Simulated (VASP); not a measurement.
Here is a VASP 6.6.1 calculation.

File INCAR:

```
SYSTEM = PtSe2
PREC = Accurate
ENCUT = 600
EDIFF = 1E-7
ISMEAR = 0
SIGMA = 0.03
LREAL = .False.
LASPH = .True.
NELM = 80
ALGO = Normal
ISIF = 3
LWAVE = .False.
LCHARG = .False.
GGA = PE
IBRION = 2
NSW = 90
EDIFFG = -0.005
LATTICE_CONSTRAINTS = .TRUE. .TRUE. .FALSE.
```

The input KPOINTS:

```
Automatic mesh
0
Gamma
  9 9 1
  0 0 0
```

POSCAR

```
PtSe2                                   
1.0
    3.7476830621     -0.0000000000      0.0000000000
   -1.8738415311      3.2455887334      0.0000000000
    0.0000000000      0.0000000000     20.5310000000
  Se              Pt            
     2     1
Direct
     0.6666666699999979    0.3333333300000021    0.4362913185001190
     0.3333333300000021    0.6666666699999979    0.5637086814998810
     0.0000000000000000    0.0000000000000000    0.5000000000000000
```

Potentials or basis: VASP PAW PBE potentials, release 64 (Se, Pt).

Command:

```sh
$ cat potpaw_PBE.64/Se/POTCAR potpaw_PBE.64/Pt/POTCAR > POTCAR
$ mpirun -np 1 vasp_std > vasp.out
```

Predict the band gap on the k mesh.

1.38 eV, indirect (least direct gap 1.50 eV).

Final structure:
```yaml
crystal:
  lattice:
    - [3.74768, 0.00000, 0.00000]
    - [-1.87384, 3.24559, 0.00000]
    - [0.00000, 0.00000, 20.53100]
  atoms:
    - { symbol: Se, position: [0.66667, 0.33333, 0.43629] }
    - { symbol: Se, position: [0.33333, 0.66667, 0.56371] }
    - { symbol: Pt, position: [0.00000, 0.00000, 0.50000] }
```

Caveat: the relaxation stopped at its first step, so nothing moved; spin-orbit coupling is left out, which moves the levels of the heavy elements.
